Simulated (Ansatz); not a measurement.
## InP: equation of state with BLYP+D3(BJ)

**What was measured.**

A printed reference work, data compilation reports, for a bulk crystal of InP: bulk modulus 71 GPa.

InP:

```
CELL_PARAMETERS angstrom
0.00000 2.93050 2.93050
2.93050 0.00000 2.93050
2.93050 2.93050 0.00000
ATOMIC_POSITIONS crystal
In 0.00000 0.00000 0.00000
P 0.75000 0.75000 0.75000
```

| Property | Result |
| --- | --- |
| Program | Ansatz 0.2.0 |
| Task | equation of state |
| Functional | BLYP |
| Dispersion | D3(BJ) |
| Potentials or basis | Ansatz PAW |
| Cutoff | 420 eV |
| Density cutoff | 1680 eV |
| k mesh | 8 × 8 × 8 |
| Occupations | fermi-dirac, width 0.05 eV |
| Spin | no spin polarisation |

```
Equilibrium volume                      : 25.78 Å³/atom
Bulk modulus                            : 62 GPa
Pressure derivative of the bulk modulus : 4.8
```

Energy against volume, from the lowest point:
| volume (Å³/atom) | energy (meV/atom) |
| --- | --- |
| 23.657 | 39.77 |
| 24.160 | 22.20 |
| 24.663 | 10.10 |
| 25.167 | 2.87 |
| 25.670 | 0.00 |
| 26.173 | 1.02 |
| 26.677 | 5.52 |

All runs of the series together: 9.5 s on 2 threads of Arm Neoverse V2 (shared host).

Against the measured bulk modulus of InP, 71 GPa (a printed reference work, data compilation), the calculated 62 GPa is off by -12.9 %. The fit is for a static lattice scaled at fixed shape and fixed fractional positions.

Caveat: the potentials were made for another functional, which shifts forces and pressure.
